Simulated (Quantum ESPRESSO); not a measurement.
**Bi: work function with PBE**

Slab: Bi, a slab with vacuum.

```
CELL_PARAMETERS angstrom
4.53900 0.00000 0.00000
-2.26950 3.93089 0.00000
0.00000 0.00000 32.74350
ATOMIC_POSITIONS crystal
Bi 0.66667 0.33333 0.22905
Bi 0.33333 0.66667 0.40968
Bi 0.66667 0.33333 0.59032
Bi 0.33333 0.66667 0.77095
```

The slab is cut from a database's or a generator's crystal, which needn't be the stable form of the element.

```yaml
Program: Quantum ESPRESSO 7.5
Task: work function
Functional: PBE
Potentials_or_basis: PseudoDojo 0.4.1 SR PBE standard
Cutoff: 898 eV
Density_cutoff: 3592 eV
k_mesh: 4 × 4 × 1
Occupations: fermi-dirac, width 0.05 eV
Spin: no spin polarisation
Boundary_across_the_vacuum: none
Mixing_mode: local-TF
Mixing_beta: 0.3
Most_SCF_iterations: 150
SCF_threshold: 4e-09 Ry
```

```yaml
Largest_force: 0.019 eV/Å
Band_gap_on_the_k_mesh: none (metal or under the smearing width)
Work_function_of_the_upper_face: 4.76 eV
Work_function_of_the_lower_face: 4.76 eV
```

Forces in eV/Å, atoms in the order of the input:
```
Bi   0.000  0.000  0.019
Bi   0.000  0.000  0.003
Bi   0.000  0.000 -0.003
Bi   0.000  0.000 -0.019
```

Levels at points of the mesh, in eV from the Fermi level:
```tsv
k point	band 26	band 27	band 28	band 29	band 30	band 31
(0.00, 0.00, 0.00)	-0.67	-0.51	-0.38	1.49	1.49	1.50
(0.00, -0.50, 0.00)	-1.29	-1.28	-1.27	0.09	0.13	0.17
```

Run time: 110 s on 2 MPI ranks on Arm Neoverse V1 (shared host), peak memory 0.56 GiB a rank.

Caveat: the k mesh is coarse (spacing up to 0.40 Å⁻¹), so the values aren't converged; spin-orbit coupling is left out, which moves the levels of the heavy elements.
